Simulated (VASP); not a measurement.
# BaF2 (Frankdicksonite) (Fm-3m) in VASP: a series of runs

Aim: see how the results for BaF2 (Frankdicksonite) move with the level of theory and the settings. Levels: PBE, LDA. Tasks: band structure, dielectric tensor, optical spectrum.

All numbers are computed with VASP 6.6.1; they aren't measurements. Logs are shortened: lines on timing, memory, paths and dates and some standing lists are left out, and cuts for length are marked.

**1. Starting point**

The structure is cubic, space group Fm-3m (No. 225). The conventional cell has a = 6.176 Å, b = 6.176 Å, c = 6.176 Å, α = 90.00°, β = 90.00°, γ = 90.00°. Ba (site symmetry m-3m) has 8 F at 2.67 Å as nearest neighbours. F (site symmetry -43m) has 4 Ba at 2.67 Å as nearest neighbours.

**2. Band structure, PBE**

File INCAR:

```
  PREC = Accurate
  ENCUT = 520
  EDIFF = 1E-7
  ISMEAR = 0
  SIGMA = 0.03
  LREAL = F
  LASPH = T
  NELM = 80
  ALGO = Normal
  ISIF = 2
  LWAVE = F
  LCHARG = F
  GGA = PE
  KPAR = 2
```

File KPOINTS:

```
Automatic mesh
0
Gamma
  8 8 8
```

File POSCAR:

```
BaF2                                    
1.0
    0.0000000000      3.0882183966      3.0882183966
    3.0882183966     -0.0000000000      3.0882183966
    3.0882183966      3.0882183966      0.0000000000
  Ba              F             
     1     2
Direct
     0.0000000000000000    0.0000000000000000    1.0000000000000000
     0.2500000000000000    0.2500000000000000    0.2500000000000000
     0.7500000000000000    0.7500000000000000    0.7500000000000000
```

File KPOINTS_OPT:

```
explicit points
252
Reciprocal
 0.0000000000  0.0000000000  0.0000000000 1
 0.0357142857  0.0000000000  0.0357142857 1
 0.0714285714  0.0000000000  0.0714285714 1
 0.1071428571  0.0000000000  0.1071428571 1
 0.1428571429  0.0000000000  0.1428571429 1
 0.1785714286  0.0000000000  0.1785714286 1
[... 244 lines left out ...]
 0.4877892600  0.0122107400  0.5000000000 1
 0.5122107400 -0.0122107400  0.5000000000 1
```

Potentials or basis: VASP PAW PBE potentials, release 64 (Ba_sv, F).

Run with:

```sh
$ cat potpaw_PBE.64/Ba_sv/POTCAR potpaw_PBE.64/F/POTCAR > POTCAR
$ mpirun -np 2 vasp_std > vasp.out
```

OUTCAR:

```text
PREC = Accurate
   ENCUT = 520
   EDIFF = 1E-7
   ISMEAR = 0
   LREAL = F
   LASPH = T
   NELM = 80
   ISIF = 2
   GGA = PE

 ion  position               nearest neighbor table
   1  0.000  0.000  0.000-   3 2.67   3 2.67   3 2.67   2 2.67   2 2.67   2 2.67   3 2.67   2 2.67

   2  0.250  0.250  0.250-   1 2.67   1 2.67   1 2.67   1 2.67
   3  0.750  0.750  0.750-   1 2.67   1 2.67   1 2.67   1 2.67

  LATTYP: Found a face centered cubic cell.
 ALAT       =     6.1764367932

  Lattice vectors:

 A1 = (   0.0000000000,   3.0882183966,   3.0882183966)
 A2 = (   3.0882183966,   0.0000000000,   3.0882183966)
 A3 = (   3.0882183966,   3.0882183966,   0.0000000000)

Analysis of symmetry for initial positions (statically):
=====================================================================
 Subroutine PRICEL returns:
 Original cell was already a primitive cell.

 Routine SETGRP: Setting up the symmetry group for a
 face centered cubic supercell.

 Subroutine GETGRP returns: Found 48 space group operations
 (whereof 48 operations were pure point group operations)
 out of a pool of 48 trial point group operations.

The static configuration has the point symmetry O_h .

Analysis of symmetry for dynamics (positions and initial velocities):
=====================================================================
 Subroutine PRICEL returns:
 Original cell was already a primitive cell.

 Routine SETGRP: Setting up the symmetry group for a
 face centered cubic supercell.

 Subroutine GETGRP returns: Found 48 space group operations
 (whereof 48 operations were pure point group operations)
 out of a pool of 48 trial point group operations.

The dynamic configuration has the point symmetry O_h .

 Subroutine INISYM returns: Found 48 space group operations
 (whereof 48 operations are pure point group operations),
 and found     1 'primitive' translations

----------------------------------------------------------------------------------------

                                     Primitive cell

  volume of cell :      58.9053

  direct lattice vectors                    reciprocal lattice vectors
     0.000000000  3.088218397  3.088218397    -0.161905648  0.161905648  0.161905648
     3.088218397  0.000000000  3.088218397     0.161905648 -0.161905648  0.161905648
     3.088218397  3.088218397  0.000000000     0.161905648  0.161905648 -0.161905648

  length of vectors
     4.367400340  4.367400340  4.367400340     0.280428808  0.280428808  0.280428808

  position of ions in fractional coordinates (direct lattice)
     0.000000000  0.000000000  0.000000000
     0.250000000  0.250000000  0.250000000
     0.750000000  0.750000000  0.750000000

  ion indices of the primitive-cell ions
   primitive index   ion index
                 1           1
                 2           2
                 3           3

----------------------------------------------------------------------------------------

 KPOINTS: Automatic mesh

Automatic generation of k-mesh.
 Grid dimensions read from file:
 generate k-points for:    8    8    8

 Generating k-lattice:

  Cartesian coordinates                     Fractional coordinates (reciprocal lattice)
    -0.020238206  0.020238206  0.020238206     0.125000000  0.000000000  0.000000000
     0.020238206 -0.020238206  0.020238206     0.000000000  0.125000000  0.000000000
     0.020238206  0.020238206 -0.020238206     0.000000000  0.000000000  0.125000000

  Length of vectors
     0.035053601  0.035053601  0.035053601

  Shift w.r.t. Gamma in fractional coordinates (k-lattice)
     0.000000000  0.000000000  0.000000000

 Subroutine IBZKPT returns following result:
 ===========================================

 Found     29 irreducible k-points:

 Following reciprocal coordinates:
            Coordinates               Weight
  0.000000  0.000000  0.000000      1.000000
  0.125000  0.000000  0.000000      8.000000
  0.250000  0.000000  0.000000      8.000000
  0.375000  0.000000  0.000000      8.000000
  0.500000  0.000000  0.000000      4.000000
  0.125000  0.125000  0.000000      6.000000
[... 16 lines left out ...]
  0.500000  0.250000  0.125000     48.000000
 -0.375000  0.250000  0.125000     24.000000
 [... further k-points ...]
   k-points           NKPTS =     29   k-points in BZ     NKDIM =     29   number of bands    NBANDS=     16
   number of dos      NEDOS =    301   number of ions     NIONS =      3
   total plane-waves  NPLWV =  32768
   dimension x,y,z NGX =    32 NGY =   32 NGZ =   32
   dimension x,y,z NGXF=    64 NGYF=   64 NGZF=   64
   ions per type =               1   2
   NGX,Y,Z   is equivalent  to a cutoff of  12.18, 12.18, 12.18 a.u.
   NGXF,Y,Z  is equivalent  to a cutoff of  24.36, 24.36, 24.36 a.u.
 SYSTEM =  unknown system
   PREC   = accura    normal or accurate (medium, high low for compatibility)
   ISTART =      0    job   : 0-new  1-cont  2-samecut
   ICHARG =      2    charge: 1-file 2-atom 10-const
   ISPIN  =      1    spin polarized calculation?
   LNONCOLLINEAR =      F non collinear calculations
   LSORBIT =      F    spin-orbit coupling
   LASPH  =      T    aspherical Exc in radial PAW
   ENCUT  =  520.0 eV  38.22 Ry    6.18 a.u.   8.12  8.12  8.12*2*pi/ulx,y,z
   NELM   =     80;   NELMIN=  2; NELMDL= -5     # of ELM steps
   EDIFF  = 0.1E-06   stopping-criterion for ELM
   LREAL  =      F    real-space projection
   EDIFFG = 0.1E-05   stopping-criterion for IOM
   NSW    =      0    number of steps for IOM
   IBRION =     -1    ionic relax: 0-MD 1-quasi-New 2-CG
   NFREE  =      0    steps in history (QN), initial steepest desc. (CG)
   ISIF   =      2    stress and relaxation
   ISYM   =      2    0-nonsym 1-usesym 2-fastsym
   POTIM  = 0.5000    time-step for ionic-motion
   TEBEG  =    0.0;   TEEND  =   0.0 temperature during run
   PSTRESS=    0.0 pullay stress
   NELECT =      24.0000    total number of electrons
   NUPDOWN=      -1.0000    fix difference up-down
   EMIN   =  10.00;   EMAX   =-10.00  energy-range for DOS
   EFERMI =   0.00;   METHOD = LEGACY
   ISMEAR =     0;   SIGMA  =   0.03  broadening in eV -4-tet -1-fermi 0-gaus
   EFERMI_NEDOS =   21; number of points for ismear=-14 and -15
   IALGO  =     38    algorithm
   IMIX   =      4    mixing-type and parameters
     AMIX     =   0.40;   BMIX     =  1.00
     AMIX_MAG =   1.60;   BMIX_MAG =  1.00
  volume/ion in A,a.u.               =      19.64       132.50
  Fermi-wavevector in a.u.,A,eV,Ry     =   1.213651  2.293468 20.040693  1.472949
  Thomas-Fermi vector in A             =   2.349096
   LORBIT       =      0    0 simple, 1 ext, 2 COOP (PROOUT), +10 PAW based schemes
   GGA     = PE    functional components
   LHFCALC =     F    Hartree Fock is set to
   AEXX    =    0.0000 exact exchange contribution
   IVDW    =     0    specifies the selected vdW correction
   LEPSILON=     F    determine dielectric tensor
   LRPA    =     F    only Hartree local field effects (RPA)
 non-spin polarized calculation
 Gauss-broadening in eV      SIGMA  =   0.03
  energy-cutoff  :      520.00
  volume of cell :       58.91
 maximum number of plane-waves:      1604
   NGX = 17   NGY = 17   NGZ = 17

 number of electron      23.9999974 magnetization

 Free energy of the ion-electron system (eV)
  ---------------------------------------------------
  ext. energy  EPLUGINS =         0.00000000
  ---------------------------------------------------
  free energy    TOTEN  =       -17.09619012 eV

  energy without entropy =      -17.09619012  energy(sigma->0) =      -17.09619012

 E-fermi :  -1.8463     XC(G=0):  -8.7536

 val. band max:       -2.0222730662   @ k =  -0.2500   0.2500   0.0000
 cond. band min:       4.7889725603   @ k =   0.0000   0.0000   0.0000
 fundamental gap:      6.8112456265
 Fermi energy:        -1.8462878977

 k-point     1 :       0.0000    0.0000    0.0000
  band No.  band energies     occupation
      1     -25.0957      2.00000
      2     -20.9751      2.00000
      3     -20.9090      2.00000
      4      -9.9148      2.00000
      5      -9.9148      2.00000
      6      -9.9148      2.00000
[... 8 lines left out ...]
     15       7.1976      0.00000
     16       9.4541      0.00000

 k-point     2 :       0.1250    0.0000    0.0000
  band No.  band energies     occupation
      1     -25.0646      2.00000
      2     -20.9900      2.00000
      3     -20.9487      2.00000
      4      -9.9444      2.00000
      5      -9.9403      2.00000
      6      -9.9403      2.00000
[... 8 lines left out ...]
     15       7.1886      0.00000
     16       9.2639      0.00000

 k-point     3 :       0.2500    0.0000    0.0000
  band No.  band energies     occupation
      1     -24.9863      2.00000
      2     -21.0681      2.00000
      3     -21.0069      2.00000
      4     -10.0080      2.00000
      5     -10.0001      2.00000
      6     -10.0001      2.00000
[... 8 lines left out ...]
     15       7.1803      0.00000
     16       8.8404      0.00000

 k-point     4 :       0.3750    0.0000    0.0000
  band No.  band energies     occupation
      1     -24.9033      2.00000
      2     -21.1778      2.00000
      3     -21.0383      2.00000
      4     -10.0622      2.00000
      5     -10.0576      2.00000
      6     -10.0576      2.00000
[... 8 lines left out ...]
     15       7.1886      0.00000
     16       8.2815      0.00000

 k-point     5 :       0.5000    0.0000    0.0000
  band No.  band energies     occupation
      1     -24.8674      2.00000
      2     -21.2254      2.00000
      3     -21.0501      2.00000
      4     -10.0823      2.00000
      5     -10.0808      2.00000
      6     -10.0808      2.00000
[... 8 lines left out ...]
     15       7.1963      0.00000
     16       7.8090      0.00000

 k-point     6 :       0.1250    0.1250    0.0000
  band No.  band energies     occupation
      1     -25.0541      2.00000
      2     -20.9933      2.00000
      3     -20.9636      2.00000
      4      -9.9794      2.00000
      5      -9.9794      2.00000
      6      -9.8926      2.00000
[... 8 lines left out ...]
     15       7.3652      0.00000
     16       9.1090      0.00000
[... 267 lines left out ...]
 k-point    21 :       0.5000    0.5000    0.0000
  band No.  band energies     occupation
      1     -24.7864      2.00000
      2     -21.3034      2.00000
      3     -21.1024      2.00000
      4     -10.3238      2.00000
      5     -10.3238      2.00000
      6      -9.7440      2.00000
[... 8 lines left out ...]
     15       8.7065      0.00000
     16      10.0110      0.00000

 k-point    22 :       0.3750    0.2500    0.1250
  band No.  band energies     occupation
      1     -24.9256      2.00000
      2     -21.1140      2.00000
      3     -21.0639      2.00000
      4     -10.1198      2.00000
      5     -10.1097      2.00000
      6      -9.9107      2.00000
[... 8 lines left out ...]
     15       7.6158      0.00000
     16       8.3085      0.00000

 k-point    23 :       0.5000    0.2500    0.1250
  band No.  band energies     occupation
      1     -24.8570      2.00000
      2     -21.1843      2.00000
      3     -21.1090      2.00000
      4     -10.1877      2.00000
      5     -10.1119      2.00000
      6      -9.9759      2.00000
[... 8 lines left out ...]
     15       7.6609      0.00000
     16       8.2021      0.00000

 k-point    24 :      -0.3750    0.2500    0.1250
  band No.  band energies     occupation
      1     -24.8276      2.00000
      2     -21.2152      2.00000
      3     -21.1269      2.00000
      4     -10.2149      2.00000
      5     -10.0576      2.00000
      6     -10.0575      2.00000
[... 8 lines left out ...]
     15       7.5672      0.00000
     16       8.3234      0.00000

 [... further k-points ...]
[... 5 lines left out ...]
  --------------------------------------------------------------------------------------
  -------------------------------------------------------------------------------------
  Total        1.1469969      1.1469969      1.1469969     -0.0000000      0.0000000      0.0000000
  in kB       31.1974283     31.1974283     31.1974283     -0.0000000      0.0000000      0.0000000
  external PRESSURE =      31.1974283 kB  Pullay stress =       0.0000000 kB

 VOLUME and BASIS-vectors are now :
 -----------------------------------------------------------------------------
  energy-cutoff  :      520.00
  volume of cell :       58.91
      direct lattice vectors                 reciprocal lattice vectors
     0.000000000  3.088218397  3.088218397    -0.161905648  0.161905648  0.161905648
     3.088218397  0.000000000  3.088218397     0.161905648 -0.161905648  0.161905648
     3.088218397  3.088218397  0.000000000     0.161905648  0.161905648 -0.161905648

 POSITION                                       TOTAL-FORCE (eV/Angst)
 -----------------------------------------------------------------------------------
      0.00000      0.00000      0.00000         0.000000      0.000000     -0.000000
      1.54411      1.54411      1.54411         0.000000      0.000000     -0.000000
      4.63233      4.63233      4.63233        -0.000000     -0.000000      0.000000
 -----------------------------------------------------------------------------------
    total drift:                               -0.000000     -0.000000      0.000000

  FREE ENERGIE OF THE ION-ELECTRON SYSTEM (eV)
  ---------------------------------------------------
  free  energy   TOTEN  =       -17.0961901208 eV

  energy  without entropy=      -17.0961901208  energy(sigma->0) =      -17.09619012
```

It took 81 s on 2 MPI ranks of AMD EPYC 7R13 (Zen 3), shared host; peak memory 0.17 GiB.

Results:

```yaml
Free_energy: -17.0962 eV
Pressure: 3.1 GPa
Band_gap_on_the_k_mesh: 6.81 eV, indirect (least direct gap 6.90 eV)
Band_gap_along_the_path: 6.81 eV, indirect (least direct gap 6.90 eV)
```

Levels at the corners of the path, in eV from the valence-band top:
```
point  band 9  band 10  band 11  band 12  band 13  band 14  band 15  band 16
    Γ   -1.53    -0.09    -0.09    -0.09     6.81     9.22     9.22    11.47
    X   -0.38    -0.33    -0.33    -0.14     7.26     9.05    10.73    12.03
    X   -0.38    -0.33    -0.33    -0.14     7.26     9.05    10.73    12.03
    W   -0.36    -0.36    -0.33    -0.20     7.57     9.84     9.94     9.94
    W   -0.36    -0.36    -0.33    -0.20     7.57     9.84     9.94     9.94
    K   -0.55    -0.35    -0.20    -0.19     7.55     9.42     9.97    10.73
    K   -0.55    -0.35    -0.20    -0.19     7.55     9.42     9.97    10.73
    Γ   -1.53    -0.09    -0.09    -0.09     6.81     9.22     9.22    11.47
    Γ   -1.53    -0.09    -0.09    -0.09     6.81     9.22     9.22    11.47
    L   -0.68    -0.36    -0.17    -0.17     9.16     9.22     9.22     9.83
    L   -0.68    -0.36    -0.17    -0.17     9.16     9.22     9.22     9.83
    U   -0.55    -0.35    -0.20    -0.19     7.55     9.42     9.97    10.73
    U   -0.55    -0.35    -0.20    -0.19     7.55     9.42     9.97    10.73
    W   -0.36    -0.36    -0.33    -0.20     7.57     9.84     9.94     9.94
    W   -0.36    -0.36    -0.33    -0.20     7.57     9.84     9.94     9.94
    L   -0.68    -0.36    -0.17    -0.17     9.16     9.22     9.22     9.83
    L   -0.68    -0.36    -0.17    -0.17     9.16     9.22     9.22     9.83
    K   -0.55    -0.35    -0.20    -0.19     7.55     9.42     9.97    10.73
    U   -0.55    -0.35    -0.20    -0.19     7.55     9.42     9.97    10.73
    X   -0.38    -0.33    -0.33    -0.14     7.26     9.05    10.73    12.03
```

Caveat: spin-orbit coupling is left out, which moves the levels of the heavy elements. A hybrid or GW would open this gap; PBE tends to underestimate it.

(Part 1 of 3 ends here.)
